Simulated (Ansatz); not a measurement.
## What a trial cell of Rh relaxes into

Level of theory: DFT PBE, scalar-relativistic, plane waves, PAW in Ansatz. Cutoff 420 eV, Γ-centred k mesh, Gaussian smearing, no spin polarisation in the final step.

The start puts Rh on the beta-tungsten (A15) structure type (Pm-3n, No. 223), at a guessed volume.

```xyz
8
Lattice="4.8167 0.0000 0.0000 0.0000 4.8167 0.0000 0.0000 0.0000 4.8167" Properties=species:S:1:pos:R:3 pbc="T T T"
Rh    2.4084    2.4084    2.4084
Rh    0.0000    0.0000    0.0000
Rh    1.2042    0.0000    2.4084
Rh    2.4084    1.2042    0.0000
Rh    2.4084    3.6125    0.0000
Rh    3.6125    0.0000    2.4084
Rh    0.0000    2.4084    3.6125
Rh    0.0000    2.4084    1.2042
```

Cell and atoms relax at zero pressure; the relaxation can't lower the symmetry of the start. After a coarse first stage the cell is made exact in the group found at 0.06 Å.

Energies count from the standard state of Rh at the same level.

(1) Which crystal results?

(2) What are its volume, energy, density and gap?

Answers

(1) It keeps Pm-3n (No. 223). The result has the beta-tungsten (A15) structure. Conventional cell: a = 4.882 Å. Rh on Wyckoff site a (2 atoms of the primitive cell) has 12 Rh at 2.73 Å; Rh on Wyckoff site c (6 atoms of the primitive cell) is coordinated by 2 Rh at 2.44 Å, 4 Rh at 2.73 Å and 8 Rh at 2.99 Å.

```cif
data_structure
_symmetry_space_group_name_H-M 'Pm-3n'
_symmetry_Int_Tables_number 223
_cell_length_a 4.8824
_cell_length_b 4.8824
_cell_length_c 4.8824
_cell_angle_alpha 90.000
_cell_angle_beta 90.000
_cell_angle_gamma 90.000
_cell_volume 116.38
loop_
_atom_site_label
_atom_site_type_symbol
_atom_site_symmetry_multiplicity
_atom_site_Wyckoff_symbol
_atom_site_fract_x
_atom_site_fract_y
_atom_site_fract_z
_atom_site_occupancy
Rh1 Rh 2 a 0.50000 0.50000 0.50000 1
Rh2 Rh 6 c 0.25000 0.00000 0.50000 1
```

(2) The volume per atom is 14.55 Å³. The density is 11.75 g/cm³. The energy over the standard structure is 0.30 eV/atom. The gap on the 8×8×8 mesh is 0 eV (a metal).

The final run used a 8×8×8 mesh on its 8-atom cell and 0.10 eV smearing. The k mesh leaves about 4 meV/atom of noise in metals. Symmetry constrained the relaxation, so the result can be a saddle point.